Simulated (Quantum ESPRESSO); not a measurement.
Ga under changes of volume

One of the cells (18.191 Å³/atom); the others are scaled copies at fixed shape and fractional positions:

```
CELL_PARAMETERS angstrom
2.77842 0.00000 0.00000
0.00000 3.28161 0.00000
-1.34343 0.00000 3.99027
ATOMIC_POSITIONS crystal
Ga 0.13460 0.75000 0.77017
Ga 0.86540 0.25000 0.22983
```

This isn't the form of Ga at room conditions, which is orthorhombic.

```yaml
Program: Quantum ESPRESSO 7.5
Functional: LDA
Potentials_or_basis: GBRV 1.5 LDA
Cutoff: 762 eV
Density_cutoff: 6095 eV
k_mesh: 10 × 8 × 7
Occupations: fermi-dirac, width 0.05 eV
Spin: no spin polarisation
```

```tsv
volume (Å³/atom)	energy over the lowest point (meV/atom)	pressure (GPa)	largest force (eV/Å)
17.100	1.08	1.1	0.093
17.463	0.00	-0.4	0.085
17.827	?	?	?
18.191	6.74	-2.7	0.068
18.555	13.85	-3.7	0.060
18.919	23.17	-4.6	0.052
19.283	34.44	-5.4	0.045
```

Problem. What does the run at 17.827 Å³/atom give?

Solution. Energy over the lowest point 2.05 meV/atom; pressure -1.6 GPa; largest force 0.076 eV/Å.

Worked out: A Birch-Murnaghan fit of order 3 (a polynomial in V^(-2/3)) to the other rows has its minimum at 17.40 Å³/atom with B0 = V·E''(V) = 65 GPa and B' = 4.4 at fixed shape and positions, which overstates the stiffness. It gives 2.00 meV/atom at 17.827 Å³/atom, against the run's 2.05, and -dE/dV = -1.5 GPa, against -1.6.

Energies are extrapolated to zero smearing.
